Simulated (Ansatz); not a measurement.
GaN:

```
Ga N
1.0
     2.98064    0.00000    0.00000
    -1.49032    2.58131    0.00000
     0.00000    0.00000    2.68337
Ga N
1 1
Cartesian
  1.4903 0.8604 1.3417
  0.0000 0.0000 0.0000
```

The cell was built by a generator and needn't be a form met in nature.

```yaml
Program: Ansatz 0.2.0
Task: relaxation of cell and atoms
Functional: HSE03
Potentials_or_basis: Ansatz PAW
Cutoff: "420 eV (not typed: the program's choice for these potentials)"
k_mesh: 5 × 5 × 5
Occupations: fermi-dirac, width 0.05 eV
Spin: no spin polarisation
```

At the start: volume 10.32 Å³/atom.

Q: How do energy, volume and symmetry change on relaxing?

A: It ends after 8 steps and the volume is 9.81 Å³/atom (-5.0 %); space group P-6m2 (No. 187, to 0.05 Å).

Step by step:
| step | energy change (eV) | largest force (eV/Å) | volume (Å³) |
| --- | --- | --- | --- |
| 1 | 0.0000 | 0.0000 | 20.65 |
| 2 | -0.0295 | 0.0000 | 19.93 |
| 3 | -0.0338 | 0.0000 | 19.51 |
| 4 | -0.0351 | 0.0000 | 19.63 |
| 5 | -0.0351 | 0.0000 | 19.63 |
| 6 | -0.0327 | 0.0000 | 19.63 |
| 7 | -0.0327 | 0.0000 | 19.61 |
| 8 | -0.0327 | 0.0000 | 19.61 |

Final structure:
```yaml
crystal:
  lattice:
    - [2.92503, 0.00000, 0.00000]
    - [-1.46251, 2.53315, 0.00000]
    - [0.00000, 0.00000, 2.64727]
  atoms:
    - { symbol: Ga, position: [0.66667, 0.33333, 0.50000] }
    - { symbol: N, position: [0.00000, 0.00000, 0.00000] }
```

Caveat: the k mesh is coarse (spacing up to 0.49 Å⁻¹), so the values aren't converged, least of all with exact exchange; the plane-wave basis is chosen anew once the cell has moved, so the energies of steps on either side of that aren't comparable; the pressure holds a Pulay correction of +0.5 GPa for the finite cutoff; the PAW data sets come from PBE, with cores solved anew for the run's functional, which leaves a small shift of forces and pressure.
